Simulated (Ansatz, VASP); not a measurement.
# One calculation of Ta, two programs

```xyz
1
Lattice="0.0000 2.1001 2.1001 2.1001 0.0000 2.1001 2.1001 2.1001 0.0000" Properties=species:S:1:pos:R:3 pbc="T T T"
Ta    0.0000    0.0000    0.0000
```

Alike in both runs: task single point; functional r2SCAN; k mesh 18 × 18 × 18; occupations gaussian, width 0.05 eV; no spin polarisation.

```csv
,VASP,Ansatz
version,VASP 6.6.1,Ansatz 0.2.0
potentials or method,"VASP PAW PBE potentials, release 64 (Ta_pv)","scalar-relativistic, plane waves, PAW"
plane-wave cutoff (eV),520,500
valence electrons in the cell,11,13
```

|  | VASP | Ansatz | Ansatz less VASP |
| --- | --- | --- | --- |
| pressure (GPa) | 1.6 | 1.1 | -0.52 |

With one functional, cell and mesh, what is left measures potentials, basis and numerics. The two sets of potentials don't hold the same shells in valence.

Caveats: the PAW data sets were made with another functional, which shifts forces and pressure a little (VASP). Spin-orbit coupling is left out, which matters for the levels of Ta.
